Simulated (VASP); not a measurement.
# Zn (Im-3m) in VASP: a series of runs, part 3 of 3

VASP 6.6.1. The steps go on from the part before.

## Step 5: Single point, LDA

Input file INCAR:

```
SYSTEM = Zn
PREC = Accurate
ENCUT = 280
EDIFF = 1E-7
ISMEAR = -1
SIGMA = 0.15
LREAL = .False.
LASPH = .True.
NELM = 100
ALGO = Normal
ISIF = 2
LWAVE = .False.
LCHARG = .False.
NBANDS = 12
ADDGRID = .False.
```

Input file KPOINTS:

```
Automatic mesh
0
Gamma
  9 9 9
  0 0 0
```

Input file POSCAR:

```
Zn
1.0
   -1.5690370000      1.5690370000      1.5690370000
    1.5690370000     -1.5690370000      1.5690370000
    1.5690370000      1.5690370000     -1.5690370000
Zn
1
Direct
    0.0000000000      0.0000000000      0.0000000000
```

Potentials or basis: VASP PAW LDA potentials, release 64 (Zn).

The run is started by

```sh
$ cat potpaw_LDA.64/Zn/POTCAR > POTCAR
$ mpirun -np 1 vasp_std > vasp.out
```

OUTCAR:

```text
SYSTEM = Zn
   PREC = Accurate
   ENCUT = 280
   EDIFF = 1E-7
   ISMEAR = -1
   LREAL = .False.
   LASPH = .True.
   NELM = 100
   ISIF = 2

 Found     35 irreducible k-points:

 Following reciprocal coordinates:
            Coordinates               Weight
  0.000000  0.000000  0.000000      1.000000
  0.111111  0.000000  0.000000     12.000000
  0.222222  0.000000  0.000000     12.000000
  0.333333  0.000000  0.000000     12.000000
  0.444444  0.000000  0.000000     12.000000
  0.111111  0.111111  0.000000     24.000000
   k-points           NKPTS =     35   k-points in BZ     NKDIM =     35   number of bands    NBANDS=     12
   number of dos      NEDOS =    301   number of ions     NIONS =      1
   total plane-waves  NPLWV =   4096
   dimension x,y,z NGX =    16 NGY =   16 NGZ =   16
   dimension x,y,z NGXF=    32 NGYF=   32 NGZF=   32
   ions per type =               1
   NGX,Y,Z   is equivalent  to a cutoff of   9.79,  9.79,  9.79 a.u.
   NGXF,Y,Z  is equivalent  to a cutoff of  19.58, 19.58, 19.58 a.u.
 SYSTEM =  Zn
   PREC   = accura    normal or accurate (medium, high low for compatibility)
   ISTART =      0    job   : 0-new  1-cont  2-samecut
   ICHARG =      2    charge: 1-file 2-atom 10-const
   ISPIN  =      1    spin polarized calculation?
   LNONCOLLINEAR =      F non collinear calculations
   LSORBIT =      F    spin-orbit coupling
   LASPH  =      T    aspherical Exc in radial PAW
   ENCUT  =  280.0 eV  20.58 Ry    4.54 a.u.   3.71  3.71  3.71*2*pi/ulx,y,z
   NELM   =    100;   NELMIN=  2; NELMDL= -5     # of ELM steps
   EDIFF  = 0.1E-06   stopping-criterion for ELM
   LREAL  =      F    real-space projection
   EDIFFG = 0.1E-05   stopping-criterion for IOM
   NSW    =      0    number of steps for IOM
   IBRION =     -1    ionic relax: 0-MD 1-quasi-New 2-CG
   NFREE  =      0    steps in history (QN), initial steepest desc. (CG)
   ISIF   =      2    stress and relaxation
   ISYM   =      2    0-nonsym 1-usesym 2-fastsym
   POTIM  = 0.5000    time-step for ionic-motion
   TEBEG  =    0.0;   TEEND  =   0.0 temperature during run
   PSTRESS=    0.0 pullay stress
   NELECT =      12.0000    total number of electrons
   NUPDOWN=      -1.0000    fix difference up-down
   EMIN   =  10.00;   EMAX   =-10.00  energy-range for DOS
   EFERMI =   0.00;   METHOD = LEGACY
   ISMEAR =    -1;   SIGMA  =   0.15  broadening in eV -4-tet -1-fermi 0-gaus
   EFERMI_NEDOS =   21; number of points for ismear=-14 and -15
   IALGO  =     38    algorithm
   IMIX   =      4    mixing-type and parameters
     AMIX     =   0.40;   BMIX     =  1.00
     AMIX_MAG =   1.60;   BMIX_MAG =  1.00
  volume/ion in A,a.u.               =      15.45       104.27
  Fermi-wavevector in a.u.,A,eV,Ry     =   1.504811  2.843681 30.809811  2.264457
  Thomas-Fermi vector in A             =   2.615742
   LORBIT       =      0    0 simple, 1 ext, 2 COOP (PROOUT), +10 PAW based schemes
   GGA     = CA    functional components
   LHFCALC =     F    Hartree Fock is set to
   AEXX    =    0.0000 exact exchange contribution
   IVDW    =     0    specifies the selected vdW correction
   LEPSILON=     F    determine dielectric tensor
   LRPA    =     F    only Hartree local field effects (RPA)
 non-spin polarized calculation
  energy-cutoff  :      280.00
  volume of cell :       15.45
 maximum number of plane-waves:       177
   NGX =  7   NGY =  7   NGZ =  7

 number of electron      11.9999917 magnetization

 Free energy of the ion-electron system (eV)
  ---------------------------------------------------
  ext. energy  EPLUGINS =         0.00000000
  ---------------------------------------------------
  free energy    TOTEN  =        -1.72578177 eV

  energy without entropy =       -1.69939039  energy(sigma->0) =       -1.71258608

 E-fermi :   2.9236     XC(G=0): -11.8170

 val. band max:        2.7714481324   @ k =   0.3333   0.2222   0.1111
 cond. band min:       3.0570931598   @ k =   0.4444   0.0000   0.0000
 fundamental gap:      0.2856450274
 Fermi energy:         2.9235673900

 k-point     1 :       0.0000    0.0000    0.0000
  band No.  band energies     occupation
      1      -7.4881      2.00000
      2      -4.9687      2.00000
      3      -4.9687      2.00000
      4      -4.9687      2.00000
      5      -4.4652      2.00000
      6      -4.4652      2.00000
      7      21.5717      0.00000
      8      21.5717      0.00000
      9      21.5717      0.00000
     10      23.6944      0.00000
     11      23.6944      0.00000
     12      23.6944      0.00000

 k-point     2 :       0.1111    0.0000    0.0000
  band No.  band energies     occupation
      1      -7.1028      2.00000
      2      -5.0035      2.00000
      3      -4.9580      2.00000
      4      -4.8784      2.00000
      5      -4.4949      2.00000
      6      -4.4617      2.00000
      7      17.6019      0.00000
      8      19.5609      0.00000
      9      20.2136      0.00000
     10      21.8055      0.00000
     11      21.9160      0.00000
     12      23.4840      0.00000

 k-point     3 :       0.2222    0.0000    0.0000
  band No.  band energies     occupation
      1      -6.0919      2.00000
      2      -5.0924      2.00000
      3      -4.8201      2.00000
      4      -4.6430      2.00000
      5      -4.5328      2.00000
      6      -4.4557      2.00000
      7      12.1461      0.00000
      8      17.0178      0.00000
      9      18.0430      0.00000
     10      20.0157      0.00000
     11      20.7571      0.00000
     12      24.6558      0.00000

 k-point     4 :       0.3333    0.0000    0.0000
  band No.  band energies     occupation
      1      -5.5689      2.00000
      2      -5.1925      2.00000
      3      -4.5230      2.00000
      4      -4.4445      2.00000
      5      -4.3582      2.00000
      6      -3.4608      2.00000
      7       7.2284      0.00000
      8      15.1214      0.00000
      9      16.4348      0.00000
     10      18.8573      0.00000
     11      19.9986      0.00000
     12      26.7403      0.00000

 k-point     5 :       0.4444    0.0000    0.0000
  band No.  band energies     occupation
      1      -5.5884      2.00000
      2      -5.2571      2.00000
      3      -4.4957      2.00000
      4      -4.4356      2.00000
      5      -4.1619      2.00000
      6      -0.8334      2.00000
      7       3.0571      0.58215
      8      14.1085      0.00000
      9      15.5998      0.00000
     10      18.3011      0.00000
     11      19.6667      0.00000
     12      29.4375      0.00000

 k-point     6 :       0.1111    0.1111    0.0000
  band No.  band energies     occupation
      1      -6.3826      2.00000
      2      -5.0286      2.00000
      3      -4.9984      2.00000
      4      -4.6656      2.00000
      5      -4.5405      2.00000
      6      -4.4411      2.00000
      7      14.8549      0.00000
      8      15.2517      0.00000
      9      18.0029      0.00000
     10      21.9260      0.00000
     11      22.2650      0.00000
     12      24.3054      0.00000

 [... further k-points ...]

------------------------ aborting loop because EDIFF is reached ----------------------------------------

  FORCE on cell =-STRESS in cart. coord.  units (eV):
  Direction    XX          YY          ZZ          XY          YZ          ZX
  --------------------------------------------------------------------------------------
  -------------------------------------------------------------------------------------
  Total       -0.8741217     -0.8741217     -0.8741217      0.0000000     -0.0000000      0.0000000
  in kB      -90.6406355    -90.6406355    -90.6406355      0.0000000     -0.0000000      0.0000000
  external PRESSURE =     -90.6406355 kB  Pullay stress =       0.0000000 kB

 VOLUME and BASIS-vectors are now :
 -----------------------------------------------------------------------------
  energy-cutoff  :      280.00
  volume of cell :       15.45
      direct lattice vectors                 reciprocal lattice vectors
    -1.569037000  1.569037000  1.569037000     0.000000000  0.318666800  0.318666800
     1.569037000 -1.569037000  1.569037000     0.318666800  0.000000000  0.318666800
     1.569037000  1.569037000 -1.569037000     0.318666800  0.318666800  0.000000000

 POSITION                                       TOTAL-FORCE (eV/Angst)
 -----------------------------------------------------------------------------------
      0.00000      0.00000      0.00000         0.000000     -0.000000      0.000000
 -----------------------------------------------------------------------------------
    total drift:                                0.000000      0.000000     -0.000000

  FREE ENERGIE OF THE ION-ELECTRON SYSTEM (eV)
  ---------------------------------------------------
  free  energy   TOTEN  =        -1.7257817663 eV

  energy  without entropy=       -1.6993903926  energy(sigma->0) =       -1.71258608
```

stdout:

```text
POSCAR found type information on POSCAR Zn
 POSCAR found :  1 types and       1 ions
 scaLAPACK will be used
 LDA part: xc-table for (Slater(with rela. corr.)+CA(PZ))
 , standard interpolation
 POSCAR, INCAR and KPOINTS ok, starting setup
 FFT: planning ... GRIDC
 FFT: planning ... GRID_SOFT
 FFT: planning ... GRID
 WAVECAR not read
 entering main loop
```

Wall time 1.7 s (1 thread of Intel Xeon Platinum 8488C (Sapphire Rapids), shared host); peak memory 0.11 GiB.

The run converged, but some of its settings lie outside the range that counts as converged, so its numbers aren't taken as properties of the crystal.

Results:

```yaml
Free_energy: -1.7258 eV
Band_gap_on_the_k_mesh: none (metal or under the smearing width)
```

Caveat: the cutoff is under 1.25 times the usual one of these potentials, so pressure, stress and relaxed cells hold a basis-set (Pulay) error.

## Step 6: Single point, LDA

INCAR, as its differences from that of step 5:

```diff
@@ -2,3 +2,3 @@
 PREC = Accurate
-ENCUT = 280
+ENCUT = 520
 EDIFF = 1E-7
```

Input file KPOINTS:

```
Automatic mesh
0
Gamma
  7 7 7
  0 0 0
```

POSCAR is that of step 5.

Potentials or basis: VASP PAW LDA potentials, release 64 (Zn).

The run is started by

```sh
$ cat potpaw_LDA.64/Zn/POTCAR > POTCAR
$ mpirun -np 1 vasp_std > vasp.out
```

OUTCAR:

```text
SYSTEM = Zn
   PREC = Accurate
   ENCUT = 520
   EDIFF = 1E-7
   ISMEAR = -1
   LREAL = .False.
   LASPH = .True.
   NELM = 100
   ISIF = 2

 Found     20 irreducible k-points:

 Following reciprocal coordinates:
            Coordinates               Weight
  0.000000  0.000000  0.000000      1.000000
  0.142857  0.000000  0.000000     12.000000
  0.285714  0.000000  0.000000     12.000000
  0.428571  0.000000  0.000000     12.000000
  0.142857  0.142857  0.000000     24.000000
  0.285714  0.142857  0.000000     48.000000
[... 164 lines left out ...]

------------------------ aborting loop because EDIFF is reached ----------------------------------------

  FORCE on cell =-STRESS in cart. coord.  units (eV):
  Direction    XX          YY          ZZ          XY          YZ          ZX
  --------------------------------------------------------------------------------------
  -------------------------------------------------------------------------------------
  Total       -0.8319033     -0.8319033     -0.8319033      0.0000000      0.0000000     -0.0000000
  in kB      -86.2628664    -86.2628664    -86.2628664      0.0000000      0.0000000     -0.0000000
  external PRESSURE =     -86.2628664 kB  Pullay stress =       0.0000000 kB

 VOLUME and BASIS-vectors are now :
 -----------------------------------------------------------------------------
  energy-cutoff  :      520.00
  volume of cell :       15.45
      direct lattice vectors                 reciprocal lattice vectors
    -1.569037000  1.569037000  1.569037000     0.000000000  0.318666800  0.318666800
     1.569037000 -1.569037000  1.569037000     0.318666800  0.000000000  0.318666800
     1.569037000  1.569037000 -1.569037000     0.318666800  0.318666800  0.000000000

 POSITION                                       TOTAL-FORCE (eV/Angst)
 -----------------------------------------------------------------------------------
      0.00000      0.00000      0.00000         0.000000     -0.000000      0.000000
 -----------------------------------------------------------------------------------
    total drift:                                0.000000     -0.000000      0.000000

  FREE ENERGIE OF THE ION-ELECTRON SYSTEM (eV)
  ---------------------------------------------------
  free  energy   TOTEN  =        -1.7725181535 eV

  energy  without entropy=       -1.7514284404  energy(sigma->0) =       -1.76197330
```

OSZICAR:

```text
N       E                     dE             d eps       ncg     rms          rms(c)
DAV:   1     0.420720259504E+02    0.42072E+02   -0.64062E+03   512   0.156E+03
DAV:   2    -0.736804882369E+00   -0.42809E+02   -0.41354E+02   480   0.222E+02
DAV:   3    -0.188535856764E+01   -0.11486E+01   -0.11472E+01   576   0.357E+01
DAV:   4    -0.188764625579E+01   -0.22877E-02   -0.22876E-02   520   0.156E+00
DAV:   5    -0.188764818724E+01   -0.19315E-05   -0.19315E-05   564   0.436E-02    0.271E+00
DAV:   6    -0.178443898933E+01    0.10321E+00   -0.51006E-01   536   0.145E+01    0.208E+00
DAV:   7    -0.177625562541E+01    0.81834E-02   -0.11197E-02   516   0.209E+00    0.104E+00
DAV:   8    -0.177252483895E+01    0.37308E-02   -0.15662E-03   608   0.503E-01    0.285E-02
DAV:   9    -0.177251790714E+01    0.69318E-05   -0.74078E-05   696   0.125E-01    0.194E-02
DAV:  10    -0.177251815315E+01   -0.24601E-06   -0.50930E-06   528   0.362E-02    0.940E-04
DAV:  11    -0.177251815348E+01   -0.32878E-09   -0.38486E-08   356   0.321E-03
   1 F= -.17725182E+01 E0= -.17619733E+01  d E =-.210897E-01
```

Wall time 2.4 s (1 thread of Intel Xeon Platinum 8488C (Sapphire Rapids), shared host); peak memory 0.11 GiB.

The run converged, but some of its settings lie outside the range that counts as converged, so its numbers aren't taken as properties of the crystal.

What came out:

* Free energy: -1.7725 eV
* Pressure: -8.6 GPa
* Band gap on the k mesh: none (metal or under the smearing width)

Caveat: the k mesh is coarse (spacing up to 0.40 Å⁻¹), so the values aren't converged.

## Step 7: For comparison

An earlier run on the cell as given: functional PBEsol; potentials or basis VASP PAW PBE potentials, release 64 (Zn); cutoff 520 eV; k mesh 12 × 12 × 12; occupations fermi-dirac, width 0.05 eV; no spin polarisation.

- Pressure: -4.9 GPa
- Band gap on the k mesh: none (metal or under the smearing width)
